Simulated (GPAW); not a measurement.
# GaN (F-43m) in GPAW: notebook

One crystal, GaN, is run at these levels: revTPSS+D4, PBE; tasks: equation of state, band structure.

All numbers are computed with GPAW 26.7.0; they aren't measurements. Logs are shortened: lines on timing, memory, paths and dates and some standing lists are left out, and cuts for length are marked. The log counts tension as positive stress, the text compression.

**Experimental background.**

A printed reference work, textbook reports, for a bulk crystal of GaN at 0 K: band gap 3.299 eV (direct).

How close the calculation comes is told below.

### Step 1. Starting point

Symmetry: F-43m, No. 216, cubic system. The conventional cell has a = 4.507 Å, b = 4.507 Å, c = 4.507 Å, α = 90.00°, β = 90.00°, γ = 90.00°. Around Ga (site symmetry -43m) lie 4 N at 1.95 Å. Around N (site symmetry -43m) lie 4 Ga at 1.95 Å.

The cell is a database's computed one.

### Step 2. Equation of state, revTPSS+D4

The input, run.py:

```python
from ase import Atoms
from ase.calculators.mixing import SumCalculator
from ase.eos import EquationOfState
from ase.io import Trajectory
from ase.units import GPa
from dftd4.ase import DFTD4
from gpaw import GPAW, PW

atoms = Atoms(['Ga', 'N'],
              cell=[[0.0, 2.2535006075, 2.2535006075],
                    [2.2535006075, 0.0, 2.2535006075],
                    [2.2535006075, 2.2535006075, 0.0]],
              scaled_positions=[[0.0, 0.0, 0.0],
                                [0.25, 0.25, 0.25]],
              pbc=True)

traj = Trajectory('eos.traj', 'w')
volumes, energies = [], []
for x in [0.94, 0.96, 0.98, 1.0, 1.02, 1.04, 1.06]:
    a = atoms.copy()
    a.set_cell(atoms.cell * x**(1 / 3), scale_atoms=True)
    calc = GPAW(mode=PW(800),
                xc='MGGA_X_REVTPSS+MGGA_C_REVTPSS',
                kpts={'size': (10, 10, 10), 'gamma': True},
                occupations={'name': 'fermi-dirac', 'width': 0.05},
                nbands=11,
                convergence={'density': 1e-05, 'energy': 1e-05},
                eigensolver='davidson',
                maxiter=150,
                txt=f'eos-{x:.2f}.txt')
    a.calc = SumCalculator([calc, DFTD4(method='revtpss')])
    energies.append(a.get_potential_energy())
    volumes.append(a.get_volume())
    p = -a.get_stress()[:3].mean() / GPa
    calc.write(f'eos-{x:.2f}.gpw')
    traj.write(a)
    print(f'{x:.2f} {volumes[-1]:10.4f} A^3 {energies[-1]:14.6f} eV {p:9.3f} GPa', flush=True)

v0, e0, B = EquationOfState(volumes, energies, eos='birchmurnaghan').fit()
print(f'V0 = {v0:.4f} A^3, E0 = {e0:.6f} eV, B0 = {B / GPa:.2f} GPa')
```

Potentials or basis: GPAW PAW data sets (gpaw-data 1.2.1), pw.

Command:

```
$ OMP_NUM_THREADS=1 python run.py
```

Log:

```text
__  _  _
 | _ |_)|_||  |
 |__||  | ||/\| - 26.7.0

Input parameters:
  mode=PW(ecut=800.0),
  convergence={'density': 1e-05, 'energy': 1e-05},
  eigensolver=Davidson(niter=2),
  kpts=MonkhorstPack(size=(10, 10, 10), gamma=True),
  maxiter=150,
  nbands=11,
  occupations=Occupations(name='fermi-dirac', width=0.05),
  xc=XC(name='MGGA_X_REVTPSS+MGGA_C_REVTPSS')

Diagonalizing LCAO Hamiltonian
Converting LCAO to pw mode

           N
       Ga

Atoms  # Å, Bohr magnetons
|   | symbol |        x |        y |        z |    initial magnetic moments |
|---|--------|----------|----------|----------|-----------------------------|
| 0 |     Ga | 0.000000 | 0.000000 | 0.000000 | ( 0.0000,  0.0000,  0.0000) |
| 1 |      N | 1.111522 | 1.111522 | 1.111522 | ( 0.0000,  0.0000,  0.0000) |

Unit cell  # Å
| periodic |        x |        y |        z |  lengths |    angles |
|----------|----------|----------|----------|----------|-----------|
|      yes | 0.000000 | 2.223044 | 2.223044 | 3.143859 | 60.000000 |
|      yes | 2.223044 | 0.000000 | 2.223044 | 3.143859 | 60.000000 |
|      yes | 2.223044 | 2.223044 | 0.000000 | 3.143859 | 60.000000 |

Number of symmetries: 24
Symmetry operations  # r_c * U_cc + t_c -> r_c
|    | kind |            matrix            |
|----|------|------------------------------|
|  0 |  E   |  1, 0, 0,  0, 1, 0,  0, 0, 1 |
|  1 |  σ   |  1, 0, 0,  0, 0, 1,  0, 1, 0 |
|  2 |  σ   |  1, 0,-1,  0, 1,-1,  0, 0,-1 |
|  3 |  C3  |  1, 0,-1,  0, 0,-1,  0, 1,-1 |
|  4 |  C3  |  1,-1, 0,  0,-1, 1,  0,-1, 0 |
|  5 |  σ   |  1,-1, 0,  0,-1, 0,  0,-1, 1 |
|  6 |  σ   |  0, 1, 0,  1, 0, 0,  0, 0, 1 |
|  7 |  C3  |  0, 1, 0,  0, 0, 1,  1, 0, 0 |
|  8 |  C2  |  0, 1,-1,  1, 0,-1,  0, 0,-1 |
|  9 |  S4  |  0, 1,-1,  0, 0,-1,  1, 0,-1 |
| 10 |  C3  |  0, 0, 1,  1, 0, 0,  0, 1, 0 |
| 11 |  σ   |  0, 0, 1,  0, 1, 0,  1, 0, 0 |
| 12 |  S4  |  0, 0,-1,  1, 0,-1,  0, 1,-1 |
| 13 |  C3  |  0, 0,-1,  0, 1,-1,  1, 0,-1 |
| 14 |  S4  |  0,-1, 1,  1,-1, 0,  0,-1, 0 |
| 15 |  C2  |  0,-1, 1,  0,-1, 0,  1,-1, 0 |
| 16 |  C3  |  0,-1, 0,  1,-1, 0,  0,-1, 1 |
| 17 |  S4  |  0,-1, 0,  0,-1, 1,  1,-1, 0 |
| 18 |  S4  | -1, 1, 0, -1, 0, 1, -1, 0, 0 |
| 19 |  C3  | -1, 1, 0, -1, 0, 0, -1, 0, 1 |
| 20 |  C3  | -1, 0, 1, -1, 1, 0, -1, 0, 0 |
| 21 |  S4  | -1, 0, 1, -1, 0, 0, -1, 1, 0 |
| 22 |  σ   | -1, 0, 0, -1, 1, 0, -1, 0, 1 |
| 23 |  C2  | -1, 0, 0, -1, 0, 1, -1, 1, 0 |

BZ-sampling:
  Number of BZ points: 1000
  Number of IBZ points: 47

  Monkhorst-Pack size: [10, 10, 10]
  Monkhorst-Pack shift: [0.05, 0.05, 0.05]

K-points  # in reciprocal-cell coordinates
|     |                                coordinates |     weight |
|-----|--------------------------------------------|------------|
|   0 | (  0.00000000,   0.00000000,   0.00000000) | 0.00100000 |
|   1 | (  0.10000000,   0.10000000,   0.00000000) | 0.00600000 |
|   2 | (  0.10000000,   0.10000000,   0.10000000) | 0.00800000 |
|   3 | (  0.20000000,   0.10000000,   0.10000000) | 0.01200000 |
|   4 | (  0.20000000,   0.20000000,   0.00000000) | 0.00600000 |
|   5 | (  0.20000000,   0.20000000,   0.10000000) | 0.02400000 |
|   6 | (  0.20000000,   0.20000000,   0.20000000) | 0.00800000 |
|   7 | (  0.30000000,   0.20000000,   0.10000000) | 0.02400000 |
|   8 | (  0.30000000,   0.20000000,   0.20000000) | 0.02400000 |
|   9 | (  0.30000000,   0.30000000,   0.00000000) | 0.00600000 |
| ... |                                            |            |
|  46 | (  0.50000000,   0.50000000,   0.50000000) | 0.00400000 |

Plane wave coefficients: 1158
Cutoff: 800.0 eV

Spin-components: 1 (collinear spins)
Bands:           11
Projectors:      10
Spin-degeneracy: 2
Datatype:        complex128

Parallelization:
  kpt:    1
  domain: 1
  band:   1

Density:
  Valence electrons: 8.0
  Components: 1
  Grid points: [21 21 21]
  Charge: 0.0  # |e|

Potential:
  Grid points: [21 21 21]

species:
  Ga:
    name:    Gallium
    Z:       31.0
    valence: 3
    core:    28
    charge:  0.0  # [|e|]
    compensation charges:
      type: gauss
      rc: 0.37  # [Å]
      lmax: 2
    cutoffs:
      filter: 2.06  # [Å]
      core: 4.17  # [Å]
    projectors
    | kind |    occ | energy [eV] | rcut [Å] |
    |------|--------|-------------|----------|
    |   4s |  2.000 |      -8.945 |    1.164 |
    |   4p |  1.000 |      -2.580 |    1.164 |
    |    s |        |      18.266 |    1.164 |
    |    p |        |      24.631 |    1.164 |
    |    d |        |       0.000 |    1.164 |

    Using partial waves for Ga as LCAO basis

  N:
    name:    Nitrogen
    Z:       7.0
    valence: 5
    core:    2
    charge:  0.0  # [|e|]
    compensation charges:
      type: gauss
      rc: 0.18  # [Å]
      lmax: 2
    cutoffs:
      filter: 1.11  # [Å]
      core: 0.96  # [Å]
    projectors
    | kind |    occ | energy [eV] | rcut [Å] |
    |------|--------|-------------|----------|
    |   2s |  2.000 |     -18.583 |    0.603 |
    |   2p |  3.000 |      -7.089 |    0.529 |
    |    s |        |       8.629 |    0.603 |
    |    p |        |      20.123 |    0.529 |
    |    d |        |       0.000 |    0.577 |

    Using partial waves for N as LCAO basis

Reference energy: -54366.393033  # eV

eigensolver:
  Davidson
  Converge bands: occupied
  niter=2

density mixing:
  MSR1-Mixer
  Pratt-step length: 0.05
  Maximum mixing coefficient: 0.75
  Old densities: 10
  SVD Regularization: 0.005
  Good broyden scale: 1.0
  Trust region scale: 1.0
  Backstep threshold: 4.0
  History deletion threshold: 6.0
  Fourier metric: weight=20.0, sigma=0.015

occupation numbers:
  Fermi-Dirac:
    width: 0.0500  # eV

poisson solver:
  ecut: 6400.0  # eV

xc functional:
  name: MGGA_X_REVTPSS+MGGA_C_REVTPSS with 2 nearest neighbor stencil

convergence criteria:
- Maximum integral of absolute [dens]ity change: 1e-05 electrons / valence electron
- Maximum [total energy] change in last 3 cyles: 1e-05 eV / valence electron
- Maximum integral of absolute [eigenst]ate change: 4e-08 eV^2 / valence electron
maximum number of iterations: 150

SCF iterations
|iter     | |      energy | eigst |  dens |
|---------|-|-------------|-------|-------|
|iter:   1| |   65.698002 | +1.87 |       |
|iter:   2| |   -3.324456 | +1.33 | -0.47 |
|iter:   3| |   -8.942213 | +0.03 | -0.61 |
|iter:   4| |   -8.041795 | -1.84 | -0.54 |
|iter:   5| |   -6.837510 | -0.87 | -0.61 |
|iter:   6| |   -7.423079 | -0.56 | -0.94 |
|iter:   7| |   -9.935067 | -0.66 | -0.89 |
|iter:   8| |  -10.957264 | -1.24 | -0.52 |
|iter:   9| |  -10.868430 | -2.28 | -0.42 |
|iter:  10| |   -6.676650 | -0.38 | -0.41 |
|iter:  11| |   -6.838488 | -0.78 | -0.76 |
|iter:  12| |   -6.789307 | -0.99 | -1.05 |
|iter:  13| |   -6.814261 | -2.76 | -2.14 |
|iter:  14| |   -6.814596 | -4.06 | -2.50 |
|iter:  15| |   -6.814598 | -5.17 | -3.33 |
|iter:  16| |   -6.814599c| -6.40 | -3.79 |
|iter:  17| |   -6.814599c| -7.62c| -4.57 |
|iter:  18| |   -6.814599c| -8.79c| -5.27c|

Converged in 18 steps
Energy contributions relative to reference atoms: (reference = -54366.393033)

Energy contributions:
  Kinetic:          37.278218
  Coulomb:         -32.353562
  Zero:              0.140323
  External:          0.000000
  Xc:              -11.879578
  Entropy:          -0.000000
  Spinorbit:         0.000000
  ----------------------------
  Free energy:      -6.814599
  Extrapolated:     -6.814599

dipole moment: (-12.435605, -12.435605, -12.435605)  # |e|*Ang

Fermi level: 7.805
Eigenvalues  # (at kpt = [0.000, 0.000, 0.000])
| band index |      eig [eV] | occ [0-2] |
|------------|---------------|-----------|
|          0 |        -9.859 |     2.000 |
|          1 |         6.807 |     2.000 |
|          2 |         6.807 |     2.000 |
|          3 |         6.807 |     2.000 |
|          4 |         8.690 |     0.000 |
|          5 |        17.704 |     0.000 |
|          6 |        17.704 |     0.000 |
|          7 |        17.704 |     0.000 |
|          8 |        24.917 |     0.000 |
|          9 |        25.475 |     0.000 |
|         10 |        25.496 |     0.000 |

Gap: 1.883 eV
Transition (v -> c):
  (s=0, k=0, n=3, [0.00, 0.00, 0.00]) -> (s=0, k=0, n=4, [0.00, 0.00, 0.00])
No difference between direct/indirect transitions

Stress tensor  # eV/Ang^3
|         x |         y |         z |
|-----------|-----------|-----------|
| -0.127869 |  0.000000 |  0.000000 |
|  0.000000 | -0.127869 | -0.000000 |
|  0.000000 | -0.000000 | -0.127869 |

# Writing to eos-0.96.gpw (mode='')
```

Run time: 9.5 min. Hardware: 1 thread of Arm Neoverse V1, shared host; peak memory 0.58 GiB.

Results:

- Equilibrium volume: 11.66 Å³/atom (rough: see the caveat)
- Bulk modulus: 210 GPa (rough)

Energy against volume, from the lowest point:
| volume (Å³/atom) | energy (meV/atom) |
| --- | --- |
| 10.757 | 53.79 |
| 10.986 | 29.07 |
| 11.215 | 12.46 |
| 11.444 | 3.03 |
| 11.673 | 0.00 |
| 11.902 | 3.48 |
| 12.131 | 11.49 |

Caveat: the data sets keep Ga 3d, Li 1s and Be 1s frozen, and some such compounds lay over 1.5 % in volume off other programs; the points scatter about the fit; the PAW data sets were made with another functional, which shifts forces and pressure a little.

(Part 1 of 2 ends here.)
